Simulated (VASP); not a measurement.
# Si (a cell with a defect) in VASP: notebook, part 2 of 2

VASP 6.6.1. The steps go on from the part before.

### Step 3. Single point, PBE

Input file INCAR:

```
PREC     = Accurate       # precision mode
ENCUT    = 520            # plane-wave cutoff, eV
EDIFF    = 1E-7           # SCF threshold, eV
ISMEAR   = -1             # smearing method
SIGMA    = 0.05           # smearing width, eV
LREAL    = Auto         
LASPH    = True           # aspherical terms in the spheres
NELM     = 100            # most SCF steps
ALGO     = Fast           # electronic algorithm
ISIF     = 2              # what is computed and relaxed
LWAVE    = False          # write WAVECAR
LCHARG   = False          # write CHGCAR
GGA      = PE             # functional
NBANDS   = 48             # bands
```

Input file KPOINTS:

```
Automatic mesh
0
Gamma
  2 2 2
```

Input file POSCAR:

```
Si
1.0
    0.0000000000      5.4300000000      5.4300000000
    5.4300000000      0.0000000000      5.4300000000
    5.4300000000      5.4300000000      0.0000000000
Si
17
Direct
   -0.0319797422     -0.0263259669      0.0146500921
    0.1218784530      0.0944751381      0.1137016575
    0.0238121547      0.0261510129      0.4756169429
    0.1531583794      0.1150368324      0.6364548803
    0.0196685083      0.5106629834     -0.0198342541
    0.1113812155      0.6062246777      0.1612523020
   -0.0165469613      0.4980386740      0.5246685083
    0.1318232044      0.6411418048      0.6177348066
    0.4872651934      0.0085359116      0.0003591160
    0.5941252302      0.1219705341      0.1478821363
    0.5093370166      0.0179558011      0.4987476980
    0.6695488029      0.1175230203      0.6381123389
    0.4823388582      0.5448250460     -0.0411970534
    0.6167127072      0.6238029466      0.1322928177
    0.5208839779      0.4829834254      0.4817679558
    0.6139594843      0.6476243094      0.5777716390
    0.8730294659      0.3405248619      0.9135635359
```

Potentials or basis: VASP PAW PBE potentials, release 64 (Si).

Command:

```
$ cat potpaw_PBE.64/Si/POTCAR > POTCAR
$ mpirun -np 1 vasp_std > vasp.out
```

OUTCAR:

```text
PREC = Accurate
   ENCUT = 520
   EDIFF = 1E-7
   ISMEAR = -1
   LREAL = Auto
   LASPH = True
   NELM = 100
   ISIF = 2
   GGA = PE

 ion  position               nearest neighbor table
   1  0.968  0.974  0.015-  17 2.32   6 2.32   2 2.35  10 2.35   4 2.43
   2  0.122  0.094  0.114-   9 2.31   3 2.33   1 2.35  17 2.45   5 2.63
   3  0.024  0.026  0.476-  12 2.24   2 2.33   4 2.39   8 2.42
[... 619 lines left out ...]
  -------------------------------------------------------------------------------------
  Total        9.5828683      8.4109108      9.4255293      3.4405275     -1.7987118     -5.2687145
  in kB       47.9486755     42.0846891     47.1614171     17.2149646     -9.0000034    -26.3624496
  external PRESSURE =      45.7315939 kB  Pullay stress =       0.0000000 kB

 VOLUME and BASIS-vectors are now :
 -----------------------------------------------------------------------------
  energy-cutoff  :      520.00
  volume of cell :      320.21
      direct lattice vectors                 reciprocal lattice vectors
     0.000000000  5.430000000  5.430000000    -0.092081031  0.092081031  0.092081031
     5.430000000  0.000000000  5.430000000     0.092081031 -0.092081031  0.092081031
     5.430000000  5.430000000  0.000000000     0.092081031  0.092081031 -0.092081031

 POSITION                                       TOTAL-FORCE (eV/Angst)
 -----------------------------------------------------------------------------------
      5.36660      5.33590     10.54340        -0.819424      0.282257     -0.110640
      1.13040      1.27920      1.17480         0.799358      0.224200      0.717386
      2.72460      2.71190      0.27130        -0.770379      1.341825      0.177859
      4.08060      4.28760      1.45630         0.442398     -1.216226     -0.847322
      8.09520      5.42910      2.87970         0.587656      0.249432     -1.439550
      4.16740      1.48040      3.89660        -1.043864     -0.184583      0.561991
[... 9 lines left out ...]
      6.65390      6.47110      6.85040         0.998829      0.963129      0.639223
      6.80970      9.70120      6.58960         1.028981     -0.909292      0.233737
 -----------------------------------------------------------------------------------
    total drift:                               -0.002106     -0.000321     -0.001636

  FREE ENERGIE OF THE ION-ELECTRON SYSTEM (eV)
  ---------------------------------------------------
  free  energy   TOTEN  =       -86.3873625568 eV

  energy  without entropy=      -86.3482396359  energy(sigma->0) =      -86.36780110
```

stdout:

```text
POSCAR found type information on POSCAR Si
 POSCAR found :  1 types and      17 ions
 scaLAPACK will be used
 LDA part: xc-table for (Slater+PW92), standard interpolation
 POSCAR, INCAR and KPOINTS ok, starting setup
 FFT: planning ... GRIDC
 FFT: planning ... GRID_SOFT
 FFT: planning ... GRID
 WAVECAR not read
 entering main loop
```

It took 2.9 min on 1 thread of Intel Xeon 6975P-C (Granite Rapids), shared host; peak memory 0.47 GiB.

What came out:

- Free energy: -86.3874 eV
- Pressure: 4.6 GPa
- Largest force: 2.409 eV/Å
- Band gap on the k mesh: none (metal or under the smearing width)

Forces on the atoms (eV/Å):
```
Si  -0.819  0.282 -0.111
Si   0.799  0.224  0.717
Si  -0.770  1.342  0.178
Si   0.442 -1.216 -0.847
Si   0.588  0.249 -1.440
Si  -1.044 -0.185  0.562
Si   0.289  0.675  0.144
Si  -0.950 -0.497  0.645
Si  -0.368  0.860 -0.507
Si   0.120 -1.511  1.273
Si   0.107  1.743  0.353
Si  -0.153 -1.626 -1.117
Si  -0.045  1.112 -0.718
Si  -1.330 -1.225  1.591
Si   1.107 -0.282 -1.596
Si   0.999  0.963  0.639
Si   1.029 -0.909  0.234
```

Stress tensor (GPa, compression positive):
```
 4.79  1.72 -2.64
 1.72  4.21 -0.90
-2.64 -0.90  4.72
```

Caveat: the k mesh is coarse (spacing up to 0.50 Å⁻¹), so the values aren't converged.

### Step 4. Molecular dynamics, PBE

Input file INCAR:

```
  ALGO = Normal
  ANDERSEN_PROB = 0.0
  EDIFF = 1E-5
  ENCUT = 520
  GGA = PE
  IBRION = 0
  ISIF = 2
  ISMEAR = -1
  ISYM = 0
  LASPH = T
  LCHARG = T
  LREAL = Auto
  LWAVE = F
  MDALGO = 1
  NBANDS = 48
  NELM = 100
  NELMIN = 4
  NSW = 40
  POTIM = 3.0
  PREC = Accurate
  RANDOM_SEED = 727399 0 0
  SIGMA = 0.05
  TEBEG = 1800.0
  TEEND = 1800.0
```

Input file KPOINTS:

```
k-points
0
Gamma
  2 2 2
```

Input file POSCAR:

```
Si
1.0
    0.0000000000      5.4300000000      5.4300000000
    5.4300000000      0.0000000000      5.4300000000
    5.4300000000      5.4300000000      0.0000000000
Si
17
Direct
    0.0026175000     -0.0071835300      0.0022365900
    0.1281926600      0.1216857600      0.1281346500
   -0.0014451400      0.0003592700      0.5005000900
    0.1282466000      0.1216777700      0.6218684500
    0.0024195000      0.5020343400      0.0021706200
    0.1258477000      0.6244274200      0.1247634200
    0.0025010700      0.5020506600      0.4931688300
    0.1281209400      0.6280221500      0.6218732500
    0.5006406900      0.0002734600     -0.0013156700
    0.6223646600      0.1215997900      0.1280086300
    0.5006910500      0.0002763000      0.5003665700
    0.6249474400      0.1250225900      0.6250181000
    0.4942932300      0.5018443300      0.0019170700
    0.6222421900      0.6279686100      0.1280089600
    0.5005686500      0.4987097900      0.5003419000
    0.6222961400      0.6279608300      0.6217235000
    0.8758335300      0.3744051600      0.8747777300
```

Command:

```
$ cat potpaw_PBE.64/Si/POTCAR > POTCAR
$ mpirun -np 1 vasp_std > vasp.out
```

It took 47 min on 1 thread of Intel Xeon 6975P-C (Granite Rapids), shared host; peak memory 0.65 GiB.

The path:
```tsv
step	potential energy change (eV)	largest force (eV/Å)	pressure (GPa)	volume (Å³)	temperature (K)
1	0.0000	0.0212	5.32	320.21	1800
2	0.1470	1.1192	5.25	320.21	1730
3	0.5566	2.3536	5.44	320.21	1534
4	1.1416	3.5685	5.84	320.21	1256
5	1.7595	4.4263	6.28	320.21	962
6	2.2621	4.7278	6.60	320.21	721
7	2.5583	4.4000	6.76	320.21	578
8	2.6374	3.5661	6.72	320.21	539
9	2.5499	2.5963	6.54	320.21	579
10	2.3638	2.3609	6.30	320.21	667
11	2.1339	2.3355	6.05	320.21	777
12	1.8987	2.4299	5.83	320.21	890
13	1.6870	2.6419	5.66	320.21	992
14	1.5186	2.8546	5.54	320.21	1073
15	1.4064	2.9081	5.47	320.21	1127
16	1.3617	2.8324	5.42	320.21	1148
17	1.3966	2.6720	5.41	320.21	1131
18	1.5178	2.2818	5.42	320.21	1072
19	1.7127	2.3136	5.45	320.21	979
20	1.9436	2.4808	5.47	320.21	869
21	2.1546	2.8645	5.44	320.21	769
22	2.2932	3.0266	5.32	320.21	703
23	2.3340	3.1543	5.11	320.21	683
24	2.2906	3.2906	4.83	320.21	702
25	2.2072	3.1657	4.54	320.21	741
26	2.1367	2.8569	4.28	320.21	774
27	2.1157	2.4688	4.12	320.21	784
28	2.1542	2.0927	4.07	320.21	766
29	2.2379	2.3135	4.12	320.21	726
30	2.3366	2.5440	4.22	320.21	680
31	2.4149	2.6941	4.32	320.21	643
32	2.4447	2.7646	4.37	320.21	629
33	2.4154	2.6728	4.33	320.21	643
34	2.3347	2.4934	4.21	320.21	681
35	2.2210	2.5855	4.02	320.21	735
36	2.0941	2.7108	3.79	320.21	796
37	1.9701	2.7137	3.55	320.21	856
38	1.8644	2.5844	3.34	320.21	906
39	1.7950	2.3443	3.18	320.21	939
40	1.7814	2.0742	3.12	320.21	945
```

Caveat: the k mesh is coarse (spacing up to 0.50 Å⁻¹), so the values aren't converged.
